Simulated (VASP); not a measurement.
**VASP 6.6.1 run: HgSe**

INCAR

```
NSW = 0
ISIF = 2
IBRION = -1
GGA = PE
NBANDS = 16
NELM = 76
LWAVE = .FALSE.
ENCUT = 520
LCHARG = .FALSE.
ISMEAR = 1
LREAL = .FALSE.
PREC = Accurate
LASPH = .TRUE.
SIGMA = 0.4
EDIFF = 1E-7
```

KPOINTS

```
KPOINTS created by Atomic Simulation Environment
0
Gamma
8 8 8
0 0 0
```

POSCAR

```
Hg Se
 1.0000000000000000
     0.0000000000000000    3.0308117952000000    3.0308117952000000
     3.0308117952000000    0.0000000000000000    3.0308117952000000
     3.0308117952000000    3.0308117952000000    0.0000000000000000
 Hg  Se
   1   1
Cartesian
  0.0000000000000000  0.0000000000000000  0.0000000000000000
  1.5154058976000000  1.5154058976000000  1.5154058976000000
```

The recommended PBE PAW datasets give the neutral cell 18 valence electrons.

Command

```
mpirun -np 1 vasp_std
```

Question: Predict the outcome of this run.

Answer: It converged. Results: gap between bands v and c on the k mesh 0.00 eV; least direct gap on the k mesh 0.00 eV; pressure 5.6 GPa. Band v is the last that the valence electrons fill when counted band by band, and c is the next.

OSZICAR

```
N       E                     dE             d eps       ncg     rms          rms(c)
DAV:   1     0.111703430042E+03    0.11170E+03   -0.84605E+03   928   0.100E+03
DAV:   2    -0.302055018974E+00   -0.11201E+03   -0.10504E+03  1104   0.243E+02
DAV:   3    -0.428545490156E+01   -0.39834E+01   -0.39755E+01  1104   0.464E+01
DAV:   4    -0.430109721560E+01   -0.15642E-01   -0.15642E-01  1184   0.305E+00
DAV:   5    -0.430118118624E+01   -0.83971E-04   -0.83971E-04  1144   0.197E-01    0.824E+00
DAV:   6    -0.400473489462E+01    0.29645E+00   -0.48728E-01  1360   0.997E+00    0.636E+00
DAV:   7    -0.399276359986E+01    0.11971E-01   -0.12463E-01  1016   0.254E+00    0.272E+00
DAV:   8    -0.399188643709E+01    0.87716E-03   -0.16062E-02  1016   0.155E+00    0.208E-01
DAV:   9    -0.399173080643E+01    0.15563E-03   -0.15669E-03  1208   0.567E-01    0.772E-02
DAV:  10    -0.399173956791E+01   -0.87615E-05   -0.14024E-04  1200   0.149E-01    0.306E-02
DAV:  11    -0.399175592034E+01   -0.16352E-04   -0.50905E-05  1136   0.715E-02    0.197E-02
DAV:  12    -0.399175431846E+01    0.16019E-05   -0.75614E-06  1032   0.386E-02    0.649E-03
DAV:  13    -0.399175444548E+01   -0.12702E-06   -0.17176E-06  1088   0.105E-02    0.208E-03
DAV:  14    -0.399175440901E+01    0.36470E-07   -0.22064E-07  1144   0.441E-03
   1 F= -.39917544E+01 E0= -.39933973E+01  d E =0.492860E-02
```

One setting is odd (smearing far too wide), but here it hardly changes the result.

On sound settings PBE gives a gap of 0.00 eV on its mesh and a pressure of 5.6 GPa for the intended cell. This run's energy (σ→0) differs from it by 0 meV an atom.
